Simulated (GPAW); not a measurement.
# BN (Fmm2) in GPAW: single point with RPBE

Aim: the single point of BN with RPBE.

Everything below comes from runs of GPAW 26.7.0. Logs are shortened: lines on timing, memory, paths and dates and some standing lists are left out, and cuts for length are marked. The log counts tension as positive stress, the text compression.

## 1. Starting point

Symmetry: Fmm2, No. 42, orthorhombic system. The conventional cell has a = 2.503 Å, b = 6.991 Å, c = 4.332 Å, α = 90.00°, β = 90.00°, γ = 90.00°. Around N (site symmetry mm2) lie 3 B at 1.44 Å. B (site symmetry mm2) has 3 N at 1.44 Å as nearest neighbours.

Measurements of this composition are mostly on another form, of space group No. 194.

## 2. Single point, RPBE

The input, run.py:

```python
from ase import Atoms
from ase.dft.bandgap import bandgap
from ase.io import write
from ase.units import GPa
from gpaw import GPAW, PW

atoms = Atoms(['N', 'B'],
              cell=[[0.0, 3.49531583, 2.16609124],
                    [1.2516321, 0.0, 2.16609124],
                    [1.2516321, 3.49531583, 0.0]],
              scaled_positions=[[0.66665134, 0.66665134, 0.33334866],
                                [0.00004865, 0.00004865, 0.99995135]],
              pbc=True)

calc = GPAW(mode=PW(550),
            xc='RPBE',
            kpts={'size': (10, 10, 10), 'gamma': True},
            occupations={'name': 'fermi-dirac', 'width': 0.05},
            nbands=11,
            maxiter=120,
            txt='gpaw.txt')
atoms.calc = calc
energy = atoms.get_potential_energy()
forces = atoms.get_forces()
stress = atoms.get_stress()
calc.write('gs.gpw')
write('result.traj', atoms)
print(f'Energy: {energy:.6f} eV')
print('Forces (eV/A):')
print(forces.round(4))
print('Stress (GPa):', (stress / GPa).round(3))
print('Fermi level:', round(calc.get_fermi_level(), 4), 'eV')
print(f'Gap: {bandgap(calc)[0]:.4f} eV, direct: {bandgap(calc, direct=True)[0]:.4f} eV')
```

Potentials or basis: the program's PAW data sets (release 1.2.1) made for this functional, pw.

On the command line:

```console
> OMP_NUM_THREADS=1 python run.py
```

gpaw.txt:

```text
__  _  _
 | _ |_)|_||  |
 |__||  | ||/\| - 26.7.0

Input parameters:
  mode=PW(ecut=550.0),
  kpts=MonkhorstPack(size=(10, 10, 10), gamma=True),
  maxiter=120,
  nbands=11,
  occupations=Occupations(name='fermi-dirac', width=0.05),
  xc=XC(name='RPBE')

Diagonalizing LCAO Hamiltonian
Converting LCAO to pw mode

       N

       B

Atoms  # Å, Bohr magnetons
|   | symbol |        x |        y |        z |    initial magnetic moments |
|---|--------|----------|----------|----------|-----------------------------|
| 0 |      N | 1.251632 | 3.495316 | 2.888055 | ( 0.0000,  0.0000,  0.0000) |
| 1 |      B | 1.251632 | 3.495316 | 0.000211 | ( 0.0000,  0.0000,  0.0000) |

Unit cell  # Å
| periodic |        x |        y |        z |  lengths |    angles |
|----------|----------|----------|----------|----------|-----------|
|      yes | 0.000000 | 3.495316 | 2.166091 | 4.112078 | 80.289625 |
|      yes | 1.251632 | 0.000000 | 2.166091 | 2.501706 | 36.845822 |
|      yes | 1.251632 | 3.495316 | 0.000000 | 3.712656 | 62.864553 |

Number of symmetries: 4
Symmetry operations  # r_c * U_cc + t_c -> r_c
|   | kind |            matrix            |
|---|------|------------------------------|
| 0 |  σ   |  1, 0, 0,  1, 0,-1,  1,-1, 0 |
| 1 |  E   |  1, 0, 0,  0, 1, 0,  0, 0, 1 |
| 2 |  C2  |  0, 1,-1,  1, 0,-1,  0, 0,-1 |
| 3 |  σ   |  0, 1,-1,  0, 1, 0, -1, 1, 0 |

BZ-sampling:
  Number of BZ points: 1000
  Number of IBZ points: 171

  Monkhorst-Pack size: [10, 10, 10]
  Monkhorst-Pack shift: [0.05, 0.05, 0.05]

K-points  # in reciprocal-cell coordinates
|     |                                coordinates |     weight |
|-----|--------------------------------------------|------------|
|   0 | (  0.00000000,   0.00000000,   0.00000000) | 0.00100000 |
|   1 | (  0.00000000,   0.10000000,   0.10000000) | 0.00200000 |
|   2 | (  0.00000000,   0.20000000,   0.20000000) | 0.00200000 |
|   3 | (  0.00000000,   0.30000000,   0.30000000) | 0.00200000 |
|   4 | (  0.00000000,   0.40000000,   0.40000000) | 0.00200000 |
|   5 | (  0.00000000,   0.50000000,   0.50000000) | 0.00100000 |
|   6 | (  0.10000000,  -0.40000000,   0.50000000) | 0.00200000 |
|   7 | (  0.10000000,   0.00000000,   0.10000000) | 0.00200000 |
|   8 | (  0.10000000,   0.10000000,   0.00000000) | 0.00200000 |
|   9 | (  0.10000000,   0.10000000,   0.10000000) | 0.00800000 |
| ... |                                            |            |
| 170 | (  0.50000000,   0.50000000,   0.50000000) | 0.00400000 |

Plane wave coefficients: 574
Cutoff: 550.0 eV

Spin-components: 1 (collinear spins)
Bands:           11
Projectors:      10
Spin-degeneracy: 2
Datatype:        complex128

Parallelization:
  kpt:    1
  domain: 1
  band:   1

Density:
  Valence electrons: 8.0
  Components: 1
  Grid points: [24 24 24]
  Charge: 0.0  # |e|

Potential:
  Grid points: [24 24 24]

species:
  N:
    name:    Nitrogen
    Z:       7.0
    valence: 5
    core:    2
    charge:  0.0  # [|e|]
    compensation charges:
      type: gauss
      rc: 0.18  # [Å]
      lmax: 2
    cutoffs:
      filter: 1.11  # [Å]
      core: 0.96  # [Å]
    projectors
    | kind |    occ | energy [eV] | rcut [Å] |
    |------|--------|-------------|----------|
    |   2s |  2.000 |     -18.658 |    0.603 |
    |   2p |  3.000 |      -7.050 |    0.529 |
    |    s |        |       8.553 |    0.603 |
    |    p |        |      20.161 |    0.529 |
    |    d |        |       0.000 |    0.577 |

    Using partial waves for N as LCAO basis

  B:
    name:    Boron
    Z:       5.0
    valence: 3
    core:    2
    charge:  0.0  # [|e|]
    compensation charges:
      type: gauss
      rc: 0.20  # [Å]
      lmax: 2
    cutoffs:
      filter: 1.14  # [Å]
      core: 1.38  # [Å]
    projectors
    | kind |    occ | energy [eV] | rcut [Å] |
    |------|--------|-------------|----------|
    |   2s |  2.000 |      -9.489 |    0.635 |
    |   2p |  1.000 |      -3.587 |    0.635 |
    |    s |        |      17.723 |    0.635 |
    |    p |        |      23.625 |    0.635 |
    |    d |        |       0.000 |    0.635 |

    Using partial waves for B as LCAO basis

Reference energy: -2154.630243  # eV

eigensolver:
  PPCG
  Converge bands: occupied
  niter=2

density mixing:
  MSR1-Mixer
  Pratt-step length: 0.05
  Maximum mixing coefficient: 0.75
  Old densities: 10
  SVD Regularization: 0.005
  Good broyden scale: 1.0
  Trust region scale: 1.0
  Backstep threshold: 4.0
  History deletion threshold: 6.0
  Fourier metric: weight=20.0, sigma=0.015

occupation numbers:
  Fermi-Dirac:
    width: 0.0500  # eV

poisson solver:
  ecut: 4400.0  # eV

xc functional:
  name: RPBE with 2 nearest neighbor stencil

convergence criteria:
- Maximum [total energy] change in last 3 cyles: 0.0005 eV / valence electron
- Maximum integral of absolute [dens]ity change: 0.0001 electrons / valence electron
- Maximum integral of absolute [eigenst]ate change: 4e-08 eV^2 / valence electron
maximum number of iterations: 120

SCF iterations
|iter     | |      energy | eigst |  dens |
|---------|-|-------------|-------|-------|
|iter:   1| |  -17.933686 | +0.45 |       |
|iter:   2| |  -17.639427 | -1.36 | -0.65 |
|iter:   3| |  -16.501867 | -1.03 | -0.69 |
|iter:   4| |  -16.485710 | -2.51 | -1.32 |
|iter:   5| |  -16.486567 | -3.17 | -1.70 |
|iter:   6| |  -16.486932c| -4.50 | -2.30 |
|iter:   7| |  -16.486937c| -6.25 | -3.38 |
|iter:   8| |  -16.486938c| -7.37 | -3.87 |
|iter:   9| |  -16.486938c| -8.07c| -5.00c|

Converged in 9 steps
Energy contributions relative to reference atoms: (reference = -2154.630243)

Energy contributions:
  Kinetic:          16.434898
  Coulomb:         -16.145399
  Zero:             -0.035113
  External:          0.000000
  Xc:              -16.741323
  Entropy:          -0.000000
  Spinorbit:         0.000000
  ----------------------------
  Free energy:     -16.486938
  Extrapolated:    -16.486938

dipole moment: (0.000000, 0.000000, -5.754881)  # |e|*Ang

Fermi level: 4.688
Eigenvalues  # (at kpt = [0.000, 0.000, 0.000])
| band index |      eig [eV] | occ [0-2] |
|------------|---------------|-----------|
|          0 |       -14.190 |     2.000 |
|          1 |        -0.682 |     2.000 |
|          2 |         2.398 |     2.000 |
|          3 |         2.399 |     2.000 |
|          4 |         8.923 |     0.000 |
|          5 |        15.366 |     0.000 |
|          6 |        15.423 |     0.000 |
|          7 |        16.904 |     0.000 |
|          8 |        18.218 |     0.000 |
|          9 |        29.532 |     0.000 |
|         10 |        30.845 |     0.000 |

Gap: 4.006 eV
Transition (v -> c):
  (s=0, k=158, n=3, [0.50, 0.40, -0.20]) -> (s=0, k=5, n=4, [0.00, 0.50, 0.50])
Direct/indirect transitions are different
Direct gap: 4.818 eV
Transition at: (s=0, k=3, n=3, [0.00, 0.30, 0.30])

Forces  # eV/Ang
|       x |       y |        z |
|---------|---------|----------|
| 0.00000 | 0.00000 | -0.00765 |  # N    0
| 0.00000 | 0.00000 |  0.00765 |  # B    1

Stress tensor  # eV/Ang^3
|        x |        y |        z |
|----------|----------|----------|
| 0.022464 | 0.000000 | 0.000000 |
| 0.000000 | 0.060517 | 0.000000 |
| 0.000000 | 0.000000 | 0.022114 |

# Writing to gs.gpw (mode='')
```

It took 35 s on 1 thread of AMD EPYC 7B13 (Zen 3), shared host; peak memory 0.17 GiB.

The run converged, but some of its settings lie outside the range that counts as converged, so its numbers aren't taken as properties of the crystal.

What came out:

```yaml
Free_energy: -16.4869 eV
Pressure: -5.6 GPa
Largest_force: 0.008 eV/Å
Band_gap_on_the_k_mesh: 4.01 eV, indirect (least direct gap 4.82 eV)
```

Caveat: the cutoff is short for stress and forces, so pressures can be off by a GPa or more; the program warned that so skewed a cell can give wrong results.
